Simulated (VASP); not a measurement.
# ZnO (P6_3mc) in VASP: further runs, part 2 of 2

VASP 6.6.1. Earlier steps stand in the parts before.

**3. Relaxation of cell and atoms, r2SCAN**

The input, INCAR:

```
PREC = Accurate
ENCUT = 520
EDIFF = 1E-7
ISMEAR = 0
SIGMA = 0.02
LREAL = False
LASPH = True
NELM = 80
ALGO = Normal
ISIF = 3
LWAVE = False
LCHARG = False
METAGGA = R2SCAN
LMIXTAU = True
IBRION = 2
NSW = 80
EDIFFG = -0.002
```

The input, KPOINTS:

```
Automatic mesh
0
Gamma
  12 12 6
```

The input, POSCAR:

```
ZnO                                     
1.0
    3.2434016474      0.0000000000      0.0000000000
   -1.6217008237      2.8088682186     -0.0000000000
    0.0000000000     -0.0000000000      5.2210915100
  Zn              O             
     2     2
Direct
     0.3333333300000021    0.6666666699999979    0.4994200213972184
     0.6666666699999979    0.3333333300000021    0.9994200213972183
     0.6666666699999979    0.3333333300000021    0.3795899786027826
     0.3333333300000021    0.6666666699999979    0.8795899786027827
```

Potentials or basis: VASP PAW PBE potentials, release 64 (Zn, O).

The run is started by

```bash
> cat potpaw_PBE.64/Zn/POTCAR potpaw_PBE.64/O/POTCAR > POTCAR
> mpirun -np 1 vasp_std > vasp.out
```

OUTCAR:

```text
PREC = Accurate
   ENCUT = 520
   EDIFF = 1E-7
   ISMEAR = 0
   LREAL = False
   LASPH = True
   NELM = 80
   ISIF = 3
   METAGGA = R2SCAN
   IBRION = 2
   NSW = 80
   EDIFFG = -0.002

 ion  position               nearest neighbor table
   1  0.333  0.667  0.499-   3 1.97   3 1.97   3 1.97   4 1.98
   2  0.667  0.333  0.999-   4 1.97   4 1.97   4 1.97   3 1.98
   3  0.667  0.333  0.380-   1 1.97   1 1.97   1 1.97   2 1.98
   4  0.333  0.667  0.880-   2 1.97   2 1.97   2 1.97   1 1.98

  LATTYP: Found a hexagonal cell.
 ALAT       =     3.2434016474
 C/A-ratio  =     1.6097579263

  Lattice vectors:

 A1 = (   3.2434016474,   0.0000000000,   0.0000000000)
 A2 = (  -1.6217008237,   2.8088682186,   0.0000000000)
 A3 = (   0.0000000000,   0.0000000000,   5.2210915100)

Analysis of symmetry for initial positions (statically):
=====================================================================
 Subroutine PRICEL returns:
 Original cell was already a primitive cell.

 Routine SETGRP: Setting up the symmetry group for a
 hexagonal supercell.

 Subroutine GETGRP returns: Found 12 space group operations
 (whereof  6 operations were pure point group operations)
 out of a pool of 24 trial point group operations.

The static configuration has the point symmetry C_3v.
 The point group associated with its full space group is C_6v.

Analysis of symmetry for dynamics (positions and initial velocities):
=====================================================================
 Subroutine PRICEL returns:
 Original cell was already a primitive cell.

 Routine SETGRP: Setting up the symmetry group for a
 hexagonal supercell.

 Subroutine GETGRP returns: Found 12 space group operations
 (whereof  6 operations were pure point group operations)
 out of a pool of 24 trial point group operations.

The dynamic configuration has the point symmetry C_3v.
 The point group associated with its full space group is C_6v.

 Subroutine INISYM returns: Found 12 space group operations
 (whereof  6 operations are pure point group operations),
[... 123 lines left out ...]
  Thomas-Fermi vector in A             =   2.604511
   LORBIT       =      0    0 simple, 1 ext, 2 COOP (PROOUT), +10 PAW based schemes
   METAGGA = R2SCAN    functional components
   LHFCALC =     F    Hartree Fock is set to
   AEXX    =    0.0000 exact exchange contribution
   IVDW    =     0    specifies the selected vdW correction
   LEPSILON=     F    determine dielectric tensor
   LRPA    =     F    only Hartree local field effects (RPA)
 conjugate gradient relaxation of ions
 non-spin polarized calculation
 Gauss-broadening in eV      SIGMA  =   0.02
  energy-cutoff  :      520.00
  volume of cell :       47.57
 maximum number of plane-waves:      1314
   NGX = 13   NGY = 13   NGZ = 19

 number of electron      36.0000021 magnetization

 Free energy of the ion-electron system (eV)
  ---------------------------------------------------
  ext. energy  EPLUGINS =         0.00000000
  ---------------------------------------------------
  free energy    TOTEN  =       -36.31853504 eV

  energy without entropy =      -36.31853504  energy(sigma->0) =      -36.31853504

 E-fermi :   0.9497     XC(G=0): -11.6660

 val. band max:        0.8551140613   @ k =   0.0000   0.0000   0.0000
 cond. band min:       2.0794846052   @ k =   0.0000   0.0000   0.0000
 fundamental gap:      1.2243705440
 Fermi energy:         0.9496693548

 k-point     1 :       0.0000    0.0000    0.0000
  band No.  band energies     occupation
      1     -18.2332      2.00000
      2     -17.5467      2.00000
      3      -4.9705      2.00000
      4      -4.9705      2.00000
      5      -4.9070      2.00000
      6      -4.8393      2.00000
[... 589 lines left out ...]
     21       9.8057      0.00000
     22      10.3843      0.00000

 [... further k-points ...]

------------------------ aborting loop because EDIFF is reached ----------------------------------------

  FORCE on cell =-STRESS in cart. coord.  units (eV):
  Direction    XX          YY          ZZ          XY          YZ          ZX
  --------------------------------------------------------------------------------------
  -------------------------------------------------------------------------------------
  Total       -0.0069372     -0.0069372      0.0000180      0.0000000      0.0000000      0.0000000
  in kB       -0.2336705     -0.2336705      0.0006052      0.0000000      0.0000000      0.0000000
  external PRESSURE =      -0.1555786 kB  Pullay stress =       0.0000000 kB

 VOLUME and BASIS-vectors are now :
 -----------------------------------------------------------------------------
  energy-cutoff  :      520.00
  volume of cell :       47.57
      direct lattice vectors                 reciprocal lattice vectors
     3.243401647  0.000000000  0.000000000     0.308318275  0.178007639  0.000000000
    -1.621700824  2.808868219  0.000000000     0.000000000  0.356015278  0.000000000
     0.000000000  0.000000000  5.221091510     0.000000000  0.000000000  0.191530832

 POSITION                                       TOTAL-FORCE (eV/Angst)
 -----------------------------------------------------------------------------------
     -0.00000      1.87258      2.60752         0.000000     -0.000000      0.001373
      1.62170      0.93629      5.21806        -0.000000      0.000000      0.001373
      1.62170      0.93629      1.98187         0.000000     -0.000000     -0.001373
     -0.00000      1.87258      4.59242        -0.000000      0.000000     -0.001373
 -----------------------------------------------------------------------------------
    total drift:                                0.000005     -0.000001     -0.078730

  FREE ENERGIE OF THE ION-ELECTRON SYSTEM (eV)
  ---------------------------------------------------
  free  energy   TOTEN  =       -36.3185350405 eV

  energy  without entropy=      -36.3185350405  energy(sigma->0) =      -36.31853504

 reached required accuracy - stopping structural energy minimisation
```

OSZICAR:

```text
N       E                     dE             d eps       ncg     rms          rms(c)
DAV:   1     0.271384134424E+03    0.27138E+03   -0.19464E+04  3360   0.244E+03
DAV:   2    -0.151274233811E+02   -0.28651E+03   -0.27666E+03  3554   0.454E+02
DAV:   3    -0.460101747993E+02   -0.30883E+02   -0.30668E+02  3908   0.159E+02
[... 19 lines left out ...]
DAV:  23    -0.363185317857E+02   -0.28301E-05   -0.16249E-05  5284   0.137E-01    0.292E-02
DAV:  24    -0.363185336361E+02   -0.18504E-05   -0.13546E-05  5054   0.675E-02    0.643E-03
DAV:  25    -0.363185344549E+02   -0.81882E-06   -0.20142E-06  3398   0.190E-02    0.390E-03
DAV:  26    -0.363185349405E+02   -0.48558E-06   -0.11690E-07  2170   0.378E-03    0.134E-03
DAV:  27    -0.363185351173E+02   -0.17678E-06   -0.70642E-08  1702   0.309E-03    0.829E-04
DAV:  28    -0.363185350405E+02    0.76802E-07   -0.48585E-08  1684   0.553E-03
   1 F= -.36318535E+02 E0= -.36318535E+02  d E =-.363185E+02
```

Run time: 6.5 min. Hardware: 1 thread of Intel Xeon Platinum 8375C at 2.90GHz (Ice Lake), shared host; peak memory 0.21 GiB.

What came out:

```
Free energy             : -36.3185 eV
Pressure after relaxing : 0.0 GPa
Band gap on the k mesh  : 1.22 eV, direct
```

Final structure:
```
Zn O
1.0
     3.24340    0.00000    0.00000
    -1.62170    2.80887    0.00000
     0.00000    0.00000    5.22109
Zn O
2 2
Direct
  0.33333 0.66667 0.49942
  0.66667 0.33333 0.99942
  0.66667 0.33333 0.37959
  0.33333 0.66667 0.87959
```

Levels at points of the mesh, in eV from the valence-band top:
```csv
k point,band 15,band 16,band 17,band 18,band 19,band 20,band 21,band 22
"(0.00, 0.00, 0.00)",-0.81,-0.10,0.00,0.00,1.22,5.84,8.81,13.69
"(0.50, 0.00, 0.00)",-2.85,-2.31,-1.30,-0.86,6.40,7.35,8.08,9.27
"(0.00, 0.00, 0.50)",-0.40,-0.40,-0.40,-0.40,3.92,3.92,10.80,10.80
"(0.50, 0.00, 0.50)",-1.54,-1.54,-1.40,-1.40,6.24,6.24,9.14,9.14
```

Caveat: the relaxation stopped at its first step, so nothing moved; the PAW data sets were made with another functional, which shifts forces and pressure a little. r2SCAN opens gaps a little over a GGA but as a rule still falls short of measured ones.
